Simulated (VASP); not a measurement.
A run of VASP 6.6.1 is set up as follows.

INCAR

```
SYSTEM = Te2Mo
PREC     = Accurate       ! precision mode
ENCUT    = 600            ! plane-wave cutoff, eV
EDIFF    = 1E-7           ! SCF threshold, eV
ISMEAR   = 0              ! smearing method
SIGMA    = 0.03           ! smearing width, eV
LREAL    = .False.        ! projectors in reciprocal space
LASPH    = .True.         ! aspherical terms in the spheres
NELM     = 80             ! most SCF steps
ALGO     = Normal         ! electronic algorithm
ISIF     = 3              ! what is computed and relaxed
LWAVE    = .False.        ! write WAVECAR
LCHARG   = .False.        ! write CHGCAR
GGA      = MK             ! functional
LUSE_VDW = .True.       
AGGAC    = 0.0          
PARAM1   = 0.1234       
PARAM2   = 0.711357     
ZAB_VDW  = -1.8867      
IBRION   = 2              ! ionic algorithm
NSW      = 90             ! ionic steps
EDIFFG   = -0.005         ! ionic threshold
```

The input KPOINTS:

```
Automatic mesh
0
Gamma
  9 9 2
  0 0 0
```

POSCAR

```
Te2Mo                                   
1.0
    3.5332883047     -0.0000000000     -0.0000000000
   -1.7666441524      3.0599174352      0.0000000000
   -0.0000000000      0.0000000000     14.0481501405
  Te              Mo            
     4     2
Direct
     0.3333333300000021    0.6666666699999979    0.6207380518081371
     0.6666666699999979    0.3333333300000021    0.1207380518081371
     0.3333333300000021    0.6666666699999979    0.8792619481918629
     0.6666666699999979    0.3333333300000021    0.3792619481918629
     0.3333333300000021    0.6666666699999979    0.2500000000000000
     0.6666666699999979    0.3333333300000021    0.7500000000000000
```

Potentials or basis: VASP PAW PBE potentials, release 64 (Te, Mo_sv).

The run is started by

```console
$ cat potpaw_PBE.64/Te/POTCAR potpaw_PBE.64/Mo_sv/POTCAR > POTCAR
$ mpirun -np 1 vasp_std > vasp.out
```

What does it give for the relaxed volume?

25.37 Å³/atom.

Predict the space group after relaxing (to 0.05 Å).

P6_3/mmc (No. 194).

Predict the band gap on the k mesh.

0.77 eV, indirect (least direct gap 1.02 eV).

Final structure:
```cif
data_structure
_symmetry_space_group_name_H-M 'P 1'
_symmetry_Int_Tables_number 1
_cell_length_a 3.5346
_cell_length_b 3.5346
_cell_length_c 14.0671
_cell_angle_alpha 90.000
_cell_angle_beta 90.000
_cell_angle_gamma 120.000
_cell_volume 152.20
loop_
_atom_site_label
_atom_site_type_symbol
_atom_site_fract_x
_atom_site_fract_y
_atom_site_fract_z
_atom_site_occupancy
Te1 Te 0.33333 0.66667 0.62093 1
Te2 Te 0.66667 0.33333 0.12093 1
Te3 Te 0.33333 0.66667 0.87907 1
Te4 Te 0.66667 0.33333 0.37907 1
Mo1 Mo 0.33333 0.66667 0.25000 1
Mo2 Mo 0.66667 0.33333 0.75000 1
```

Caveat: the PAW data sets were made with another functional, which shifts forces and pressure a little; spin-orbit coupling is left out, which moves the levels of the heavy elements; an odd mesh through Γ misses points on the zone boundary, where band edges often lie.
